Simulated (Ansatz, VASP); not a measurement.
This is a calculation of Sb for VASP 6.6.1.

The input POSCAR:

```
Sb
1.0
    0.0000000000      2.3712425216      2.3712425216
    2.3712425216      0.0000000000      2.3712425216
    2.3712425216      2.3712425216      0.0000000000
Sb
1
Direct
    0.0000000000      0.0000000000      0.0000000000
```

Contents of INCAR.step1:

```
ALGO = Normal
EDIFF = 1E-5
ENCUT = 520
GGA = PE
ISIF = 2
ISMEAR = -1
LASPH = True
LREAL = False
LWAVE = True
NBANDS = 8
NELM = 80
PREC = Accurate
SIGMA = 0.05
```

INCAR.step2

```
AEXX = 0.1
ALGO = Normal
EDIFF = 1E-7
ENCUT = 520
GGA = PE
HFSCREEN = 0.2
ISIF = 2
ISMEAR = -1
ISTART = 1
LASPH = True
LCHARG = True
LELF = True
LHFCALC = True
LREAL = False
LVHAR = True
LWAVE = False
NBANDS = 8
NELM = 80
PREC = Accurate
PRECFOCK = Normal
SIGMA = 0.05
```

KPOINTS

```
k-points
0
Gamma
  5 5 5
```

Potentials or basis: VASP PAW PBE potentials, release 64 (Sb).

Run with:

```bash
$ cat potpaw_PBE.64/Sb/POTCAR > POTCAR
$ cp INCAR.step1 INCAR
$ mpirun -np 1 vasp_std > vasp.out
$ cp INCAR.step2 INCAR
$ mpirun -np 1 vasp_std > vasp.out
```

**Question.** Set up the same calculation for Ansatz 0.2.0. Potentials there: Ansatz PAW.

**Answer.** As run (the cutoff follows the program's own potentials):

File input.yaml:

```yaml
crystal:
  lattice:
    - [0.0, 2.3712425216, 2.3712425216]
    - [2.3712425216, 0.0, 2.3712425216]
    - [2.3712425216, 2.3712425216, 0.0]
  atoms:
    - { symbol: Sb, position: [0.0, 0.0, 0.0] }
hamiltonian:
  xc: { exchange: pbe, correlation: pbe, exx: { coeff: 0.1, omega: 0.2 } }
  pseudopotentials: { kind: paw }
kpoints:
  mp_grid: { grid: [5, 5, 5] }
scf:
  occupations: { method: fermi_dirac, width: 0.05 }
output:
  forces: true
  stress: true
  eigenvalues: true
```

Potentials or basis: Ansatz PAW.

The run is started by

```sh
$ ansatz run input.yaml --threads 2 --pin off --max-ram 5632MiB --backend cpu --events-out ev --progress --plain --runs-dir out
```

Both were run:

|  | VASP | Ansatz | Ansatz less VASP |
| --- | --- | --- | --- |
| gap on the k mesh at the Fermi level (eV) | none | none | - |
| pressure (GPa) | 0.7 | 1.1 | +0.40 |

A gap of «none» marks a metal or a gap that the smearing closes. The two sets of potentials don't hold the same shells in valence.

Caveats: the k mesh is coarse (spacing up to 0.46 Å⁻¹), so the values aren't converged (VASP); the PAW data sets were made with another functional, which shifts forces and pressure a little (VASP); the k mesh is coarse (spacing up to 0.46 Å⁻¹), so the values aren't converged, least of all with exact exchange (Ansatz); the PAW data sets come from PBE, with cores solved anew for the run's functional, which leaves a small shift of forces and pressure (Ansatz); the thresholds are loose for stress (Ansatz). The runs have no spin-orbit coupling, so splittings on Sb are missing.
